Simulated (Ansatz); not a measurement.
Set up this calculation in Ansatz 0.2.0, as the native input.

```yaml
Task: band structure
Functional: r2SCAN
Potentials_or_basis: Ansatz PAW
Cutoff: "500 eV (not typed: the program's choice for these potentials)"
k_mesh: 6 × 6 × 8
Occupations: fermi-dirac, width 0.05 eV
Spin: no spin polarisation
Path: "[[\"G\", \"X\", \"S\", \"Y\", \"G\", \"Z\", \"U\", \"R\", \"T\", \"Z\"], [\"Y\", \"T\"], [\"U\", \"X\"], [\"S\", \"R\"]]"
Points_for_each_segment_of_the_path: 14
```

SnO2:

```
Sn O
1.0
     4.78800    0.00000    0.00000
     0.00000    4.86658    0.00000
     0.00000    0.00000    3.24090
Sn O
2 4
Direct
  0.00000 0.00000 0.00000
  0.50000 0.50000 0.50000
  0.70815 0.67896 0.00000
  0.20814 0.82104 0.50000
  0.79185 0.17896 0.50000
  0.29185 0.32104 0.00000
```

The cell is a database's computed one.

These files were run (other wordings do the same):

input.yaml

```yaml
crystal:
  lattice:
    - [4.788004, 0.0, 0.0]
    - [0.0, 4.866582, 0.0]
    - [0.0, 0.0, 3.240898]
  atoms:
    - { symbol: Sn, position: [0.0, 0.0, 0.0] }
    - { symbol: Sn, position: [0.5, 0.5, 0.5] }
    - { symbol: O, position: [0.708145, 0.678958, 0.0] }
    - { symbol: O, position: [0.208145, 0.821042, 0.5] }
    - { symbol: O, position: [0.791855, 0.178958, 0.5] }
    - { symbol: O, position: [0.291855, 0.321042, 0.0] }
hamiltonian:
  xc: r2scan
  pseudopotentials: { kind: paw }
kpoints:
  mp_grid: { grid: [6, 6, 8] }
  band_path:
    path:
      - [[0.0, 0.0, 0.0], [0.0, 0.0, 0.5], [0.5, 0.0, 0.5], [0.5, 0.0, 0.0], [0.0, 0.0, 0.0], [0.0, 0.5, 0.0], [0.0, 0.5, 0.5], [0.5, 0.5, 0.5], [0.5, 0.5, 0.0], [0.0, 0.5, 0.0]]
      - [[0.5, 0.0, 0.0], [0.5, 0.5, 0.0]]
      - [[0.0, 0.5, 0.5], [0.0, 0.0, 0.5]]
      - [[0.5, 0.0, 0.5], [0.5, 0.5, 0.5]]
    npoints: 14
scf:
  occupations: { method: fermi_dirac, width: 0.05 }
  n_extra_bands: 15
output:
  forces: true
  stress: true
  eigenvalues: true
  fatbands: true
```

Potentials or basis: Ansatz PAW.

Run with:

```console
$ ansatz run input.yaml --threads 2 --pin off --max-ram 5632MiB --backend cpu --events-out ev --progress --plain --runs-dir out
```

Results of the run:

```yaml
Pressure: -8.2 GPa
Largest_force: 0.133 eV/Å
Band_gap_on_the_k_mesh: 1.40 eV, direct
Band_gap_along_the_path: 1.40 eV, direct
```

Caveat: spin-orbit coupling is left out, which moves the levels of the heavy elements; the PAW data sets come from PBE, with cores solved anew for the run's functional, which leaves a small shift of forces and pressure.

Wall time 33 s on 2 threads of Intel(R) Xeon(R) Processor @ 2.70GHz, on a shared host, peak memory 0.68 GiB.
